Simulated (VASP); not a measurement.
# Ag (Im-3m) in VASP: further runs

Aim: see how the results for Ag move with the level of theory and the settings. Levels: HSE06, PBE. Tasks: single point.

All numbers are computed with VASP 6.6.1; they aren't measurements. Logs are shortened: lines on timing, memory, paths and dates and some standing lists are left out, and cuts for length are marked.

### Step 1. The crystal as given

It takes space group Im-3m (No. 229, cubic). The conventional cell has a = 3.299 Å, b = 3.299 Å, c = 3.299 Å, α = 90.00°, β = 90.00°, γ = 90.00°. Ag (site symmetry m-3m) is surrounded by 8 Ag at 2.86 Å.

The cell was built by a generator and needn't be a form met in nature.

### Step 2. Single point, HSE06

The input, POSCAR:

```
Ag
1.0
   -1.6493996769      1.6493996769      1.6493996769
    1.6493996769     -1.6493996769      1.6493996769
    1.6493996769      1.6493996769     -1.6493996769
Ag
1
Direct
    0.0000000000      0.0000000000      0.0000000000
```

The input, INCAR.step1:

```
SYSTEM = Ag
PREC = Accurate
ENCUT = 520
EDIFF = 1E-5
ISMEAR = 0
SIGMA = 0.05
LREAL = .FALSE.
LASPH = .TRUE.
NELM = 100
ALGO = Normal
ISIF = 2
LWAVE = .TRUE.
NBANDS = 12
GGA = PE
```

The input, INCAR.step2:

```
SYSTEM = Ag
PREC = Accurate
ENCUT = 520
EDIFF = 1E-6
ISMEAR = 0
SIGMA = 0.05
LREAL = .FALSE.
LASPH = .TRUE.
NELM = 100
ALGO = Normal
ISIF = 2
LWAVE = .FALSE.
LCHARG = .TRUE.
GGA = PE
LHFCALC = .TRUE.
HFSCREEN = 0.2079
PRECFOCK = Normal
LELF = .TRUE.
LVHAR = .TRUE.
NBANDS = 12
ISTART = 1
```

The input, KPOINTS:

```
Automatic mesh
0
G
  10 10 10
  0 0 0
```

Potentials or basis: VASP PAW PBE potentials, release 64 (Ag).

Launch:

```bash
$ cat potpaw_PBE.64/Ag/POTCAR > POTCAR
$ cp INCAR.step1 INCAR
$ mpirun -np 1 vasp_std > vasp.out
$ cp INCAR.step2 INCAR
$ mpirun -np 1 vasp_std > vasp.out
```

OUTCAR:

```text
SYSTEM = Ag
   PREC = Accurate
   ENCUT = 520
   EDIFF = 1E-6
   ISMEAR = 0
   LREAL = .FALSE.
   LASPH = .TRUE.
   NELM = 100
   ISIF = 2
   GGA = PE
   LHFCALC = .TRUE.
   HFSCREEN = 0.2079
   PRECFOCK = Normal
   ISTART = 1

 ion  position               nearest neighbor table
   1  0.000  0.000  0.000-

  LATTYP: Found a body centered cubic cell.
 ALAT       =     3.2987993538

  Lattice vectors:

 A1 = (  -1.6493996769,   1.6493996769,   1.6493996769)
 A2 = (   1.6493996769,  -1.6493996769,   1.6493996769)
 A3 = (   1.6493996769,   1.6493996769,  -1.6493996769)

Analysis of symmetry for initial positions (statically):
=====================================================================
 Subroutine PRICEL returns:
 Original cell was already a primitive cell.

 Routine SETGRP: Setting up the symmetry group for a
 body centered cubic supercell.

 Subroutine GETGRP returns: Found 48 space group operations
 (whereof 48 operations were pure point group operations)
 out of a pool of 48 trial point group operations.

The static configuration has the point symmetry O_h .

Analysis of symmetry for dynamics (positions and initial velocities):
=====================================================================
 Subroutine PRICEL returns:
 Original cell was already a primitive cell.

 Routine SETGRP: Setting up the symmetry group for a
 body centered cubic supercell.

 Subroutine GETGRP returns: Found 48 space group operations
 (whereof 48 operations were pure point group operations)
 out of a pool of 48 trial point group operations.

The dynamic configuration has the point symmetry O_h .

 Subroutine INISYM returns: Found 48 space group operations
 (whereof 48 operations are pure point group operations),
 and found     1 'primitive' translations

----------------------------------------------------------------------------------------

                                     Primitive cell

  volume of cell :      17.9489

  direct lattice vectors                    reciprocal lattice vectors
    -1.649399677  1.649399677  1.649399677     0.000000000  0.303140595  0.303140595
     1.649399677 -1.649399677  1.649399677     0.303140595  0.000000000  0.303140595
     1.649399677  1.649399677 -1.649399677     0.303140595  0.303140595  0.000000000

  length of vectors
     2.856844042  2.856844042  2.856844042     0.428705541  0.428705541  0.428705541

  position of ions in fractional coordinates (direct lattice)
     0.000000000  0.000000000  0.000000000

  ion indices of the primitive-cell ions
   primitive index   ion index
                 1           1

----------------------------------------------------------------------------------------

 KPOINTS: Automatic mesh

Automatic generation of k-mesh.
 Grid dimensions read from file:
 generate k-points for:   10   10   10

 Generating k-lattice:

  Cartesian coordinates                     Fractional coordinates (reciprocal lattice)
     0.000000000  0.030314060  0.030314060     0.100000000  0.000000000  0.000000000
     0.030314060  0.000000000  0.030314060     0.000000000  0.100000000  0.000000000
     0.030314060  0.030314060  0.000000000     0.000000000  0.000000000  0.100000000

  Length of vectors
     0.042870554  0.042870554  0.042870554

  Shift w.r.t. Gamma in fractional coordinates (k-lattice)
     0.000000000  0.000000000  0.000000000

 Subroutine IBZKPT returns following result:
 ===========================================

 Found     47 irreducible k-points:

 Following reciprocal coordinates:
            Coordinates               Weight
  0.000000  0.000000  0.000000      1.000000
  0.100000  0.000000  0.000000     12.000000
  0.200000  0.000000  0.000000     12.000000
  0.300000  0.000000  0.000000     12.000000
  0.400000  0.000000  0.000000     12.000000
  0.500000  0.000000  0.000000      6.000000
[... 16 lines left out ...]
  0.300000  0.300000  0.100000      8.000000
 -0.300000  0.300000  0.100000     24.000000
 [... further k-points ...]
   k-points           NKPTS =     47   k-points in BZ     NKDIM =   1000   number of bands    NBANDS=     12
   number of dos      NEDOS =    301   number of ions     NIONS =      1
   total plane-waves  NPLWV =  13824
   dimension x,y,z NGX =    24 NGY =   24 NGZ =   24
   dimension x,y,z NGXF=    48 NGYF=   48 NGZF=   48
   ions per type =               1
   NGX,Y,Z   is equivalent  to a cutoff of  13.97, 13.97, 13.97 a.u.
   NGXF,Y,Z  is equivalent  to a cutoff of  27.93, 27.93, 27.93 a.u.
 SYSTEM =  Ag
   PREC   = accura    normal or accurate (medium, high low for compatibility)
   ISTART =      1    job   : 0-new  1-cont  2-samecut
   ICHARG =      0    charge: 1-file 2-atom 10-const
   ISPIN  =      1    spin polarized calculation?
   LNONCOLLINEAR =      F non collinear calculations
   LSORBIT =      F    spin-orbit coupling
   LASPH  =      T    aspherical Exc in radial PAW
   ENCUT  =  520.0 eV  38.22 Ry    6.18 a.u.   5.31  5.31  5.31*2*pi/ulx,y,z
   NELM   =    100;   NELMIN=  2; NELMDL=  0     # of ELM steps
   EDIFF  = 0.1E-05   stopping-criterion for ELM
   LREAL  =      F    real-space projection
   EDIFFG = 0.1E-04   stopping-criterion for IOM
   NSW    =      0    number of steps for IOM
   IBRION =     -1    ionic relax: 0-MD 1-quasi-New 2-CG
   NFREE  =      0    steps in history (QN), initial steepest desc. (CG)
   ISIF   =      2    stress and relaxation
   ISYM   =      3    0-nonsym 1-usesym 2-fastsym
   POTIM  = 0.5000    time-step for ionic-motion
   TEBEG  =    0.0;   TEEND  =   0.0 temperature during run
   PSTRESS=    0.0 pullay stress
   NELECT =      11.0000    total number of electrons
   NUPDOWN=      -1.0000    fix difference up-down
   EMIN   =  10.00;   EMAX   =-10.00  energy-range for DOS
   EFERMI =   0.00;   METHOD = LEGACY
   ISMEAR =     0;   SIGMA  =   0.05  broadening in eV -4-tet -1-fermi 0-gaus
   EFERMI_NEDOS =   21; number of points for ismear=-14 and -15
   IALGO  =     38    algorithm
   IMIX   =      1    mixing-type and parameters
     AMIX     =   0.40;   BMIX     =  1.00
     AMIX_MAG =   1.60;   BMIX_MAG =  1.00
  volume/ion in A,a.u.               =      17.95       121.13
  Fermi-wavevector in a.u.,A,eV,Ry     =   1.390571  2.627798 26.309417  1.933688
  Thomas-Fermi vector in A             =   2.514493
   LORBIT       =      0    0 simple, 1 ext, 2 COOP (PROOUT), +10 PAW based schemes
   GGA     = PE    functional components
   LHFCALC =     T    Hartree Fock is set to
   PRECFOCK=normal    Normal, Fast or Accurate (Low or Medium for compatibility)
   ENCUT4O =  -1.0   cutoff for four orbital integrals eV
   NKREDX  =     1    reduce k-point grid by
   NKREDY  =     1    reduce k-point grid by
   NKREDZ  =     1    reduce k-point grid by
   AEXX    =    0.2500 exact exchange contribution
   HFSCREEN=    0.2079 screening length (either q_TF or 0.3 A-1)
   HFSCREENC=   0.2079 screening length for correlation (either q_TF or 0.3 A-1)
   ENCUTFOCK=  -1.0 apply spherical cutoff to Coloumb kernel
   IVDW    =     0    specifies the selected vdW correction
   LEPSILON=     F    determine dielectric tensor
   LRPA    =     F    only Hartree local field effects (RPA)
 non-spin polarized calculation
 Gauss-broadening in eV      SIGMA  =   0.05
  energy-cutoff  :      520.00
  volume of cell :       17.95
 maximum number of plane-waves:       496
 NGX is ok and might be reduce to    24
  NGX = 16; NGY = 16; NGZ = 16

 number of electron      11.0000003 magnetization

 Free energy of the ion-electron system (eV)
  ---------------------------------------------------
  ext. energy  EPLUGINS =         0.00000000
  ---------------------------------------------------
  free energy    TOTEN  =        -2.78454988 eV

  energy without entropy =       -2.78296847  energy(sigma->0) =       -2.78375917

 E-fermi :   7.7243     XC(G=0):  -9.7164

 val. band max:        7.7177051358   @ k =   0.5000   0.0000   0.0000
 cond. band min:       7.7505110047   @ k =   0.4000   0.1000   0.0000
 fundamental gap:      0.0328058689
 Fermi energy:         7.7243148324

 k-point     1 :       0.0000    0.0000    0.0000
  band No.  band energies     occupation
      1      -0.6714      2.00000
      2       1.5290      2.00000
      3       1.5290      2.00000
      4       1.5290      2.00000
      5       2.7984      2.00000
      6       2.7984      2.00000
      7      26.3652      0.00000
      8      26.3652      0.00000
      9      26.3652      0.00000
     10      32.4734      0.00000
     11      32.4734      0.00000
     12      32.4734      0.00000

 k-point     2 :       0.1000    0.0000    0.0000
  band No.  band energies     occupation
      1      -0.3183      2.00000
      2       1.4523      2.00000
      3       1.5517      2.00000
      4       1.7187      2.00000
      5       2.7226      2.00000
      6       2.8067      2.00000
      7      25.3958      0.00000
      8      26.1691      0.00000
      9      26.5653      0.00000
     10      30.1283      0.00000
     11      30.1606      0.00000
     12      30.6742      0.00000

 k-point     3 :       0.2000    0.0000    0.0000
  band No.  band energies     occupation
      1       0.4340      2.00000
      2       1.2564      2.00000
      3       1.8520      2.00000
      4       2.2437      2.00000
      5       2.6211      2.00000
      6       2.8340      2.00000
      7      22.2152      0.00000
      8      24.8983      0.00000
      9      27.0573      0.00000
     10      27.8562      0.00000
     11      28.9712      0.00000
     12      30.2087      0.00000
[... 286 lines left out ...]
 k-point    23 :       0.3000    0.3000    0.1000
  band No.  band energies     occupation
      1       0.7677      2.00000
      2       1.6032      2.00000
      3       1.6032      2.00000
      4       2.9517      2.00000
      5       2.9517      2.00000
      6      12.9935      0.00000
      7      12.9935      0.00000
      8      13.5340      0.00000
      9      19.1411      0.00000
     10      32.5108      0.00000
     11      32.5108      0.00000
     12      38.2089      0.00000

 k-point    24 :      -0.3000    0.3000    0.1000
  band No.  band energies     occupation
      1       0.7405      2.00000
      2       1.2225      2.00000
      3       2.1837      2.00000
      4       2.5671      2.00000
      5       2.9231      2.00000
      6       4.1967      2.00000
      7      18.4287      0.00000
      8      22.9161      0.00000
      9      23.6703      0.00000
     10      28.4041      0.00000
     11      29.4168      0.00000
     12      30.3727      0.00000

 [... further k-points ...]
[... 5 lines left out ...]
  --------------------------------------------------------------------------------------
  -------------------------------------------------------------------------------------
  Total        0.0070256      0.0070256      0.0070256     -0.0000000      0.0000000     -0.0000000
  in kB        0.6271305      0.6271305      0.6271305     -0.0000000      0.0000000     -0.0000000
  external PRESSURE =       0.6271305 kB  Pullay stress =       0.0000000 kB

 VOLUME and BASIS-vectors are now :
 -----------------------------------------------------------------------------
  energy-cutoff  :      520.00
  volume of cell :       17.95
      direct lattice vectors                 reciprocal lattice vectors
    -1.649399677  1.649399677  1.649399677     0.000000000  0.303140595  0.303140595
     1.649399677 -1.649399677  1.649399677     0.303140595  0.000000000  0.303140595
     1.649399677  1.649399677 -1.649399677     0.303140595  0.303140595  0.000000000

 POSITION                                       TOTAL-FORCE (eV/Angst)
 -----------------------------------------------------------------------------------
      0.00000      0.00000      0.00000        -0.000000      0.000000     -0.000000
 -----------------------------------------------------------------------------------
    total drift:                               -0.000000     -0.000012     -0.000025

  FREE ENERGIE OF THE ION-ELECTRON SYSTEM (eV)
  ---------------------------------------------------
  free  energy   TOTEN  =        -2.7845498771 eV

  energy  without entropy=       -2.7829684727  energy(sigma->0) =       -2.78375917
```

Run time: 65 min. Hardware: 1 thread of AMD EPYC 9R14 (Zen 4), shared host; peak memory 0.24 GiB.

What came out:

- Free energy: -2.7845 eV
- Pressure: 0.1 GPa
- Band gap on the k mesh: none (metal or under the smearing width)

Caveat: the PAW data sets were made with another functional, which shifts forces and pressure a little.

### Step 3. Single point, PBE

This run uses another cell than the first one, of 17.10 Å³/atom, 0.953 times its volume.

The input, INCAR:

```
SYSTEM = Ag
ALGO = Fast ; EDIFF = 1E-7
ENCUT = 520 ; GGA = PE
ISIF = 2 ; ISMEAR = 0
LASPH = .True. ; LCHARG = .True.
LELF = .True. ; LREAL = .False.
LVHAR = .True. ; LWAVE = .False.
NBANDS = 12 ; NELM = 100
PREC = Accurate ; SIGMA = 0.05
```

The input, KPOINTS:

```
k-points
0
Gamma
  8 8 8
  0 0 0
```

The input, POSCAR:

```
Ag
1.0
   -1.6231181371      1.6231181371      1.6231181371
    1.6231181371     -1.6231181371      1.6231181371
    1.6231181371      1.6231181371     -1.6231181371
Ag
1
Direct
    0.0000000000      0.0000000000      0.0000000000
```

Potentials or basis: VASP PAW PBE potentials, release 64 (Ag).

Launch:

```bash
$ cat potpaw_PBE.64/Ag/POTCAR > POTCAR
$ mpirun -np 1 vasp_std > vasp.out
```

It took 7.4 s on 1 thread of AMD EPYC 9R14 (Zen 4), shared host; peak memory 0.1 GiB.

The run converged. Its results:

```
Free energy            : -2.6239 eV
Pressure               : 5.0 GPa
Band gap on the k mesh : none (metal or under the smearing width)
```

Levels at points of the mesh, in eV from the Fermi level:
```
           k point  band 3  band 4  band 5  band 6  band 7  band 8  band 9  band 10
(0.00, 0.00, 0.00)   -5.08   -5.08   -3.76   -3.76   17.81   17.81   17.81    24.10
(0.50, 0.00, 0.00)   -3.81   -3.64   -2.75   -0.22    3.98   13.18   14.33    19.83
(0.50, 0.50, 0.50)   -2.99   -2.99   -2.99    6.75    6.75    6.75   12.66    13.36
```

[end of part 1 of 2]
